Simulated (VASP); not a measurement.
# CaO (Fm-3m) in VASP: settings compared

One crystal, CaO, is run at these levels: r2SCAN+rVV10, HSE06; tasks: band structure.

Everything below comes from runs of VASP 6.6.1. Logs are shortened: lines on timing, memory, paths and dates and some standing lists are left out, and cuts for length are marked.

## (1) Starting point

It takes space group Fm-3m (No. 225, cubic). The conventional cell has a = 4.793 Å, b = 4.793 Å, c = 4.793 Å, α = 90.00°, β = 90.00°, γ = 90.00°. Ca (site symmetry m-3m) has 6 O at 2.40 Å as nearest neighbours. Around O (site symmetry m-3m) lie 6 Ca at 2.40 Å.

The cell was built by a generator and needn't be a form met in nature.

## (2) Band structure, r2SCAN+rVV10

Contents of INCAR:

```
SYSTEM = CaO
ALGO = Normal
BPARAM = 11.95
CPARAM = 0.0093
EDIFF = 1E-6
ENCUT = 520
ISIF = 2
ISMEAR = 0
IVDW_NL = 2
KPAR = 4
LASPH = .True.
LCHARG = .False.
LMIXTAU = .True.
LREAL = .False.
LUSE_VDW = .True.
LWAVE = .False.
METAGGA = R2SCAN
NELM = 100
PREC = Accurate
SIGMA = 0.02
```

Contents of KPOINTS:

```
k-points
0
Gamma
  10 10 10
  0 0 0
```

Contents of POSCAR:

```
CaO                                     
1.0
   -0.0000000000      2.3966028047      2.3966028047
    2.3966028047      0.0000000000      2.3966028047
    2.3966028047      2.3966028047      0.0000000000
  Ca              O             
     1     1
Direct
     0.0000000000000000    0.0000000000000000    0.0000000000000000
     0.5000000000000000    0.5000000000000000    0.5000000000000000
```

Contents of KPOINTS_OPT:

```
path GXWKGLUWLK,UX
15
line-mode
reciprocal
 0.0000000000  0.0000000000  0.0000000000  G
 0.5000000000  0.0000000000  0.5000000000  X

 0.5000000000  0.0000000000  0.5000000000  X
 0.5000000000  0.2500000000  0.7500000000  W

 0.5000000000  0.2500000000  0.7500000000  W
 0.3750000000  0.3750000000  0.7500000000  K

 0.3750000000  0.3750000000  0.7500000000  K
 0.0000000000  0.0000000000  0.0000000000  G

 0.0000000000  0.0000000000  0.0000000000  G
 0.5000000000  0.5000000000  0.5000000000  L

 0.5000000000  0.5000000000  0.5000000000  L
 0.6250000000  0.2500000000  0.6250000000  U

 0.6250000000  0.2500000000  0.6250000000  U
 0.5000000000  0.2500000000  0.7500000000  W

 0.5000000000  0.2500000000  0.7500000000  W
 0.5000000000  0.5000000000  0.5000000000  L

 0.5000000000  0.5000000000  0.5000000000  L
 0.3750000000  0.3750000000  0.7500000000  K

 0.6250000000  0.2500000000  0.6250000000  U
 0.5000000000  0.0000000000  0.5000000000  X
```

Potentials or basis: VASP PAW PBE potentials, release 64 (Ca_sv, O).

Run with:

```bash
> cat potpaw_PBE.64/Ca_sv/POTCAR potpaw_PBE.64/O/POTCAR > POTCAR
> mpirun -np 4 vasp_std > vasp.out
```

OUTCAR:

```text
SYSTEM = CaO
   BPARAM = 11.95
   EDIFF = 1E-6
   ENCUT = 520
   ISIF = 2
   ISMEAR = 0
   IVDW_NL = 2
   LASPH = .True.
   LREAL = .False.
   METAGGA = R2SCAN
   NELM = 100
   PREC = Accurate

 ion  position               nearest neighbor table
   1  0.000  0.000  0.000-   2 2.40   2 2.40   2 2.40   2 2.40   2 2.40   2 2.40
   2  0.500  0.500  0.500-   1 2.40   1 2.40   1 2.40   1 2.40   1 2.40   1 2.40

  LATTYP: Found a face centered cubic cell.
 ALAT       =     4.7932056094

  Lattice vectors:

 A1 = (   0.0000000000,   2.3966028047,   2.3966028047)
 A2 = (   2.3966028047,   0.0000000000,   2.3966028047)
 A3 = (   2.3966028047,   2.3966028047,   0.0000000000)

Analysis of symmetry for initial positions (statically):
=====================================================================
 Subroutine PRICEL returns:
 Original cell was already a primitive cell.

 Routine SETGRP: Setting up the symmetry group for a
 face centered cubic supercell.

 Subroutine GETGRP returns: Found 48 space group operations
 (whereof 48 operations were pure point group operations)
 out of a pool of 48 trial point group operations.

The static configuration has the point symmetry O_h .

Analysis of symmetry for dynamics (positions and initial velocities):
=====================================================================
 Subroutine PRICEL returns:
 Original cell was already a primitive cell.

 Routine SETGRP: Setting up the symmetry group for a
 face centered cubic supercell.

 Subroutine GETGRP returns: Found 48 space group operations
 (whereof 48 operations were pure point group operations)
 out of a pool of 48 trial point group operations.

The dynamic configuration has the point symmetry O_h .

 Subroutine INISYM returns: Found 48 space group operations
 (whereof 48 operations are pure point group operations),
 and found     1 'primitive' translations

----------------------------------------------------------------------------------------

                                     Primitive cell

  volume of cell :      27.5308

  direct lattice vectors                    reciprocal lattice vectors
     0.000000000  2.396602805  2.396602805    -0.208628647  0.208628647  0.208628647
     2.396602805  0.000000000  2.396602805     0.208628647 -0.208628647  0.208628647
     2.396602805  2.396602805  0.000000000     0.208628647  0.208628647 -0.208628647

  length of vectors
     3.389308190  3.389308190  3.389308190     0.361355416  0.361355416  0.361355416

  position of ions in fractional coordinates (direct lattice)
     0.000000000  0.000000000  0.000000000
     0.500000000  0.500000000  0.500000000

  ion indices of the primitive-cell ions
   primitive index   ion index
                 1           1
                 2           2

----------------------------------------------------------------------------------------

 KPOINTS: k-points

Automatic generation of k-mesh.
 Grid dimensions read from file:
 generate k-points for:   10   10   10

 Generating k-lattice:

  Cartesian coordinates                     Fractional coordinates (reciprocal lattice)
    -0.020862865  0.020862865  0.020862865     0.100000000  0.000000000  0.000000000
     0.020862865 -0.020862865  0.020862865     0.000000000  0.100000000  0.000000000
     0.020862865  0.020862865 -0.020862865     0.000000000  0.000000000  0.100000000

  Length of vectors
     0.036135542  0.036135542  0.036135542

  Shift w.r.t. Gamma in fractional coordinates (k-lattice)
     0.000000000  0.000000000  0.000000000

 Subroutine IBZKPT returns following result:
 ===========================================

 Found     47 irreducible k-points:

 Following reciprocal coordinates:
            Coordinates               Weight
  0.000000  0.000000  0.000000      1.000000
  0.100000  0.000000  0.000000      8.000000
  0.200000  0.000000  0.000000      8.000000
  0.300000  0.000000  0.000000      8.000000
  0.400000  0.000000  0.000000      8.000000
  0.500000  0.000000  0.000000      4.000000
[... 16 lines left out ...]
  0.300000  0.300000  0.000000      6.000000
  0.400000  0.300000  0.000000     24.000000
 [... further k-points ...]
   k-points           NKPTS =     47   k-points in BZ     NKDIM =     47   number of bands    NBANDS=     12
   number of dos      NEDOS =    301   number of ions     NIONS =      2
   total plane-waves  NPLWV =  21952
   dimension x,y,z NGX =    28 NGY =   28 NGZ =   28
   dimension x,y,z NGXF=    56 NGYF=   56 NGZF=   56
   ions per type =               1   1
   NGX,Y,Z   is equivalent  to a cutoff of  13.73, 13.73, 13.73 a.u.
   NGXF,Y,Z  is equivalent  to a cutoff of  27.47, 27.47, 27.47 a.u.
 SYSTEM =  CaO
   PREC   = accura    normal or accurate (medium, high low for compatibility)
   ISTART =      0    job   : 0-new  1-cont  2-samecut
   ICHARG =      2    charge: 1-file 2-atom 10-const
   ISPIN  =      1    spin polarized calculation?
   LNONCOLLINEAR =      F non collinear calculations
   LSORBIT =      F    spin-orbit coupling
   LASPH  =      T    aspherical Exc in radial PAW
   ENCUT  =  520.0 eV  38.22 Ry    6.18 a.u.   6.30  6.30  6.30*2*pi/ulx,y,z
   NELM   =    100;   NELMIN=  2; NELMDL= -5     # of ELM steps
   EDIFF  = 0.1E-05   stopping-criterion for ELM
   LREAL  =      F    real-space projection
   EDIFFG = 0.1E-04   stopping-criterion for IOM
   NSW    =      0    number of steps for IOM
   IBRION =     -1    ionic relax: 0-MD 1-quasi-New 2-CG
   NFREE  =      0    steps in history (QN), initial steepest desc. (CG)
   ISIF   =      2    stress and relaxation
   ISYM   =      2    0-nonsym 1-usesym 2-fastsym
   POTIM  = 0.5000    time-step for ionic-motion
   TEBEG  =    0.0;   TEEND  =   0.0 temperature during run
   PSTRESS=    0.0 pullay stress
   NELECT =      16.0000    total number of electrons
   NUPDOWN=      -1.0000    fix difference up-down
   EMIN   =  10.00;   EMAX   =-10.00  energy-range for DOS
   EFERMI =   0.00;   METHOD = LEGACY
   ISMEAR =     0;   SIGMA  =   0.02  broadening in eV -4-tet -1-fermi 0-gaus
   EFERMI_NEDOS =   21; number of points for ismear=-14 and -15
   IALGO  =     38    algorithm
   IMIX   =      4    mixing-type and parameters
     AMIX     =   0.40;   BMIX     =  1.00
     AMIX_MAG =   1.60;   BMIX_MAG =  1.00
  volume/ion in A,a.u.               =      13.77        92.89
  Fermi-wavevector in a.u.,A,eV,Ry     =   1.366183  2.581711 25.394662  1.866455
  Thomas-Fermi vector in A             =   2.492346
   LORBIT       =      0    0 simple, 1 ext, 2 COOP (PROOUT), +10 PAW based schemes
   METAGGA = R2SCAN    functional components
   LHFCALC =     F    Hartree Fock is set to
   AEXX    =    0.0000 exact exchange contribution
   IVDW_NL    =     2    kernel type
   BPARAM     =11.9500
   IVDW    =     0    specifies the selected vdW correction
   LEPSILON=     F    determine dielectric tensor
   LRPA    =     F    only Hartree local field effects (RPA)
 non-spin polarized calculation
 Gauss-broadening in eV      SIGMA  =   0.02
  energy-cutoff  :      520.00
  volume of cell :       27.53
 maximum number of plane-waves:       754
 NGX is ok and might be reduce to    28
   NGX = 13   NGY = 13   NGZ = 13

 number of electron      15.9999997 magnetization

 Free energy of the ion-electron system (eV)
  ---------------------------------------------------
  ext. energy  EPLUGINS =         0.00000000
  ---------------------------------------------------
  free energy    TOTEN  =       -19.03493426 eV

  energy without entropy =      -19.03493426  energy(sigma->0) =      -19.03493426

 E-fermi :   2.1971     XC(G=0): -11.1731

 val. band max:        2.0425973060   @ k =   0.0000   0.0000   0.0000
 cond. band min:       6.1946107328   @ k =   0.5000   0.5000   0.0000
 fundamental gap:      4.1520134268
 Fermi energy:         2.1970508458

 k-point     1 :       0.0000    0.0000    0.0000
  band No.  band energies     occupation
      1     -36.9383      2.00000
      2     -16.8267      2.00000
      3     -16.8267      2.00000
      4     -16.8267      2.00000
      5     -14.4472      2.00000
      6       2.0426      2.00000
      7       2.0426      2.00000
      8       2.0426      2.00000
      9       7.4758      0.00000
     10       8.9097      0.00000
     11       8.9097      0.00000
     12       8.9097      0.00000

 k-point     2 :       0.1000    0.0000    0.0000
  band No.  band energies     occupation
      1     -36.9282      2.00000
      2     -16.9983      2.00000
      3     -16.8318      2.00000
      4     -16.8317      2.00000
      5     -14.2700      2.00000
      6       1.6918      2.00000
      7       1.9034      2.00000
      8       1.9034      2.00000
      9       7.9333      0.00000
     10       8.8695      0.00000
     11       9.0879      0.00000
     12       9.0879      0.00000

 k-point     3 :       0.2000    0.0000    0.0000
  band No.  band energies     occupation
      1     -36.9019      2.00000
      2     -17.3686      2.00000
      3     -16.8449      2.00000
      4     -16.8448      2.00000
      5     -13.8842      2.00000
      6       0.9256      2.00000
      7       1.5675      2.00000
      8       1.5675      2.00000
      9       8.8078      0.00000
     10       9.0752      0.00000
     11       9.5810      0.00000
     12       9.5810      0.00000

 k-point     4 :       0.3000    0.0000    0.0000
  band No.  band energies     occupation
      1     -36.8690      2.00000
      2     -17.7380      2.00000
      3     -16.8610      2.00000
      4     -16.8609      2.00000
      5     -13.4941      2.00000
      6       0.1477      2.00000
      7       1.1970      2.00000
      8       1.1970      2.00000
      9       9.0827      0.00000
     10      10.2153      0.00000
     11      10.2605      0.00000
     12      10.2606      0.00000

 k-point     5 :       0.4000    0.0000    0.0000
  band No.  band energies     occupation
      1     -36.8423      2.00000
      2     -17.9953      2.00000
      3     -16.8738      2.00000
      4     -16.8738      2.00000
      5     -13.2179      2.00000
      6      -0.4027      2.00000
      7       0.9249      2.00000
      8       0.9249      2.00000
      9       9.5104      0.00000
     10      10.8856      0.00000
     11      10.8856      0.00000
     12      11.0267      0.00000
[... 228 lines left out ...]
      1     -36.8332      2.00000
      2     -17.8010      2.00000
      3     -17.0690      2.00000
      4     -16.8803      2.00000
      5     -13.4036      2.00000
      6      -0.0810      2.00000
      7       0.9135      2.00000
      8       1.1612      2.00000
      9       9.2169      0.00000
     10      10.0642      0.00000
     11      10.6493      0.00000
     12      11.3148      0.00000

 k-point    22 :      -0.2000    0.2000    0.0000
  band No.  band energies     occupation
      1     -36.8581      2.00000
      2     -17.6731      2.00000
      3     -17.0078      2.00000
      4     -16.8499      2.00000
      5     -13.5240      2.00000
      6       0.1409      2.00000
      7       1.0414      2.00000
      8       1.4322      2.00000
      9       8.8151      0.00000
     10       9.9469      0.00000
     11      10.0608      0.00000
     12      10.9341      0.00000

 k-point    23 :       0.3000    0.3000    0.0000
  band No.  band energies     occupation
      1     -36.8478      2.00000
      2     -17.4796      2.00000
      3     -16.9803      2.00000
      4     -16.9803      2.00000
      5     -13.8700      2.00000
      6       0.2966      2.00000
      7       1.7020      2.00000
      8       1.7020      2.00000
      9       6.9272      0.00000
     10       9.8825      0.00000
     11      11.2913      0.00000
     12      11.3633      0.00000

 k-point    24 :       0.4000    0.3000    0.0000
  band No.  band energies     occupation
      1     -36.8273      2.00000
      2     -17.5365      2.00000
      3     -17.0324      2.00000
      4     -17.0036      2.00000
      5     -13.8825      2.00000
      6       0.3617      2.00000
      7       1.4915      2.00000
      8       1.5887      2.00000
      9       6.8872      0.00000
     10      10.4645      0.00000
     11      11.6167      0.00000
     12      11.6705      0.00000

 [... further k-points ...]
[... 5 lines left out ...]
  --------------------------------------------------------------------------------------
  -------------------------------------------------------------------------------------
  Total        0.0176465      0.0176465      0.0176465      0.0000000     -0.0000000     -0.0000000
  in kB        1.0269552      1.0269552      1.0269552      0.0000000     -0.0000000     -0.0000000
  external PRESSURE =       1.0269552 kB  Pullay stress =       0.0000000 kB

 VOLUME and BASIS-vectors are now :
 -----------------------------------------------------------------------------
  energy-cutoff  :      520.00
  volume of cell :       27.53
      direct lattice vectors                 reciprocal lattice vectors
     0.000000000  2.396602805  2.396602805    -0.208628647  0.208628647  0.208628647
     2.396602805  0.000000000  2.396602805     0.208628647 -0.208628647  0.208628647
     2.396602805  2.396602805  0.000000000     0.208628647  0.208628647 -0.208628647

 POSITION                                       TOTAL-FORCE (eV/Angst)
 -----------------------------------------------------------------------------------
      0.00000      0.00000      0.00000         0.000000     -0.000000     -0.000000
      2.39660      2.39660      2.39660        -0.000000      0.000000      0.000000
 -----------------------------------------------------------------------------------
    total drift:                                0.000000      0.000000      0.000000

  FREE ENERGIE OF THE ION-ELECTRON SYSTEM (eV)
  ---------------------------------------------------
  free  energy   TOTEN  =       -19.0349342593 eV

  energy  without entropy=      -19.0349342593  energy(sigma->0) =      -19.03493426
```

Run time: 77 s. Hardware: 4 MPI ranks of Intel Xeon 6975P-C (Granite Rapids), shared host; peak memory 0.27 GiB.

What came out:

```yaml
Free_energy: -19.0349 eV
Pressure: 0.1 GPa
Band_gap_on_the_k_mesh: 4.15 eV, indirect (least direct gap 4.53 eV)
Band_gap_along_the_path: 4.15 eV, indirect (least direct gap 4.53 eV)
```

Levels at the corners of the path, in eV from the valence-band top:
| point | band 6 | band 7 | band 8 | band 9 | band 10 | band 11 |
| --- | --- | --- | --- | --- | --- | --- |
| Γ | 0.00 | 0.00 | 0.00 | 5.43 | 6.87 | 6.87 |
| X | -1.30 | -0.37 | -0.37 | 4.15 | 8.83 | 9.70 |
| X | -1.30 | -0.37 | -0.37 | 4.15 | 8.83 | 9.70 |
| W | -1.30 | -1.05 | -1.05 | 6.94 | 6.94 | 9.17 |
| W | -1.30 | -1.05 | -1.05 | 6.94 | 6.94 | 9.17 |
| K | -1.34 | -1.20 | -0.79 | 5.70 | 8.71 | 9.36 |
| K | -1.34 | -1.20 | -0.79 | 5.70 | 8.71 | 9.36 |
| Γ | 0.00 | 0.00 | 0.00 | 5.43 | 6.87 | 6.87 |
| Γ | 0.00 | 0.00 | 0.00 | 5.43 | 6.87 | 6.87 |
| L | -2.64 | -1.22 | -1.22 | 7.72 | 9.10 | 9.10 |
| L | -2.64 | -1.22 | -1.22 | 7.72 | 9.10 | 9.10 |
| U | -1.34 | -1.20 | -0.79 | 5.70 | 8.71 | 9.36 |
| U | -1.34 | -1.20 | -0.79 | 5.70 | 8.71 | 9.36 |
| W | -1.30 | -1.05 | -1.05 | 6.94 | 6.94 | 9.17 |
| W | -1.30 | -1.05 | -1.05 | 6.94 | 6.94 | 9.17 |
| L | -2.64 | -1.22 | -1.22 | 7.72 | 9.10 | 9.10 |
| L | -2.64 | -1.22 | -1.22 | 7.72 | 9.10 | 9.10 |
| K | -1.34 | -1.20 | -0.79 | 5.70 | 8.71 | 9.36 |
| U | -1.34 | -1.20 | -0.79 | 5.70 | 8.71 | 9.36 |
| X | -1.30 | -0.37 | -0.37 | 4.15 | 8.83 | 9.70 |

Caveat: the PAW data sets were made with another functional, which shifts forces and pressure a little.

## (3) Band structure, HSE06

POSCAR is that of step 2.

Contents of INCAR.step1:

```
SYSTEM = CaO
ALGO = Normal
EDIFF = 1E-5
ENCUT = 520
GGA = PE
ISIF = 2
ISMEAR = 0
KPAR = 4
LASPH = .True.
LCHARG = .False.
LREAL = .False.
LWAVE = .True.
NELM = 100
PREC = Accurate
SIGMA = 0.02
```

Contents of INCAR.step2:

```
SYSTEM = CaO
ALGO = Normal
EDIFF = 1E-6
ENCUT = 520
GGA = PE
HFSCREEN = 0.2
ISIF = 2
ISMEAR = 0
ISTART = 1
KPAR = 4
LASPH = .True.
LCHARG = .False.
LHFCALC = .True.
LREAL = .False.
LWAVE = .False.
NELM = 100
PREC = Accurate
PRECFOCK = Fast
SIGMA = 0.02
```

Contents of KPOINTS:

```
k-points
0
Gamma
  8 8 8
  0 0 0
```

Edit KPOINTS_OPT of step 2 so:

```diff
@@ -1,3 +1,3 @@
 path GXWKGLUWLK,UX
-15
+10
 line-mode
```

Potentials or basis: VASP PAW PBE potentials, release 64 (Ca_sv, O).

Run with:

```bash
> cat potpaw_PBE.64/Ca_sv/POTCAR potpaw_PBE.64/O/POTCAR > POTCAR
> cp INCAR.step1 INCAR
> mpirun -np 4 vasp_std > vasp.out
> cp INCAR.step2 INCAR
> mpirun -np 4 vasp_std > vasp.out
```

It took 26 min on 4 MPI ranks of Intel Xeon 6975P-C (Granite Rapids), shared host; peak memory 0.34 GiB.

Results (log left out):

```
Free energy             : -14.8984 eV
Pressure                : 1.1 GPa
Band gap on the k mesh  : 5.32 eV, indirect (least direct gap 5.74 eV)
Band gap along the path : 5.32 eV, indirect (least direct gap 5.74 eV)
```

Levels at the corners of the path, in eV from the valence-band top:
```
point  band 5  band 6  band 7  band 8  band 9  band 10  band 11  band 12
    Γ  -17.06    0.00    0.00    0.00    6.32     8.24     8.24     8.24
    X  -16.80   -1.44   -0.42   -0.42    5.32    10.24    11.21    12.02
    X  -16.80   -1.44   -0.42   -0.42    5.32    10.24    11.21    12.02
    W  -16.30   -1.40   -1.15   -1.15    8.24     8.24    10.65    12.03
    W  -16.30   -1.40   -1.15   -1.15    8.24     8.24    10.65    12.03
    K  -16.32   -1.44   -1.32   -0.85    6.93    10.12    10.83    11.46
    K  -16.32   -1.44   -1.32   -0.85    6.93    10.12    10.83    11.50
    Γ  -17.06    0.00    0.00    0.00    6.32     8.24     8.24     8.24
    Γ  -17.06    0.00    0.00    0.00    6.32     8.24     8.24     8.24
    L  -15.61   -2.84   -1.28   -1.28    9.11    10.15    10.67    10.67
    L  -15.61   -2.84   -1.28   -1.28    9.11    10.15    10.67    10.67
    U  -16.32   -1.44   -1.32   -0.85    6.93    10.12    10.83    11.47
    U  -16.32   -1.44   -1.32   -0.85    6.93    10.12    10.83    11.46
    W  -16.30   -1.40   -1.15   -1.15    8.24     8.24    10.65    12.03
    W  -16.30   -1.40   -1.15   -1.15    8.24     8.24    10.65    12.05
    L  -15.61   -2.84   -1.28   -1.28    9.11    10.15    10.67    10.67
    L  -15.61   -2.84   -1.28   -1.28    9.11    10.15    10.67    10.67
    K  -16.32   -1.44   -1.32   -0.85    6.93    10.12    10.83    11.46
    U  -16.32   -1.44   -1.32   -0.85    6.93    10.12    10.83    11.46
    X  -16.80   -1.44   -0.42   -0.42    5.32    10.24    11.21    12.02
```

Caveat: the PAW data sets were made with another functional, which shifts forces and pressure a little.
